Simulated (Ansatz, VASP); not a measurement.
## F: VASP beside Ansatz

The input INCAR:

```
PREC = Accurate
ENCUT = 520
EDIFF = 1E-6
ISMEAR = -1
SIGMA = 0.05
LREAL = False
LASPH = True
NELM = 100
ALGO = Normal
ISIF = 2
LWAVE = False
LCHARG = False
GGA = PE
NBANDS = 22
```

The input KPOINTS:

```
Automatic mesh
0
Gamma
  10 10 4
```

POSCAR

```
F
1.0
    2.5041379365     -1.5516910886      0.0000000000
    2.5041379365      1.5516910886      0.0000000000
   -0.5506357392      0.0000000000      6.4630239867
F
4
Direct
    0.9153359700      0.5958328800      0.0979555000
    0.4041671200      0.0846640300      0.4020445000
    0.0846640300      0.4041671200      0.9020445000
    0.5958328800      0.9153359700      0.5979555000
```

input.yaml

```yaml
crystal:
  lattice:
    - [2.5041379365, -1.5516910886, 0.0]
    - [2.5041379365, 1.5516910886, 0.0]
    - [-0.5506357392, 0.0, 6.4630239867]
  atoms:
    - { symbol: F, position: [0.91533597, 0.59583288, 0.0979555] }
    - { symbol: F, position: [0.40416712, 0.08466403, 0.4020445] }
    - { symbol: F, position: [0.08466403, 0.40416712, 0.9020445] }
    - { symbol: F, position: [0.59583288, 0.91533597, 0.5979555] }
hamiltonian:
  xc: pbe
  pseudopotentials: { kind: paw }
kpoints:
  mp_grid: { grid: [10, 10, 4] }
scf:
  occupations: { method: fermi_dirac, width: 0.05 }
output:
  forces: true
  stress: true
  eigenvalues: true
```

Alike in both runs: task single point; functional PBE; k mesh 10 × 10 × 4; occupations fermi-dirac, width 0.05 eV; no spin polarisation.

|  | VASP | Ansatz |
| --- | --- | --- |
| version | VASP 6.6.1 | Ansatz 0.2.0 |
| potentials or method | VASP PAW PBE potentials, release 64 (F) | Ansatz PAW |
| plane-wave cutoff (eV) | 520 | 420 |
| valence electrons in the cell | 28 | 28 |

Ansatz gave:

```
gap on the k mesh at the Fermi level (eV)       : 3.05
least direct gap on the mesh (eV)               : 3.05
pressure (GPa)                                  : 7.3
largest component of the traceless stress (GPa) : 5.46
rms of the force components (eV/Å)              : 0.697
```

Problem. Which values does VASP return?

Solution. gap on the k mesh at the Fermi level (eV): 2.97; least direct gap on the mesh (eV): 2.97; pressure (GPa): 7.9; largest component of the traceless stress (GPa): 7.40; rms of the force components (eV/Å): 0.950.

Atom by atom the forces differ by 0.252 eV/Å (rms over components).

Caveats: forces of over 1 eV/Å show positions far from the minimum, so gaps and moduli don't describe the material at rest; the pressure holds a Pulay correction of +1.1 GPa for the finite cutoff (Ansatz). A k mesh can miss the band edges.
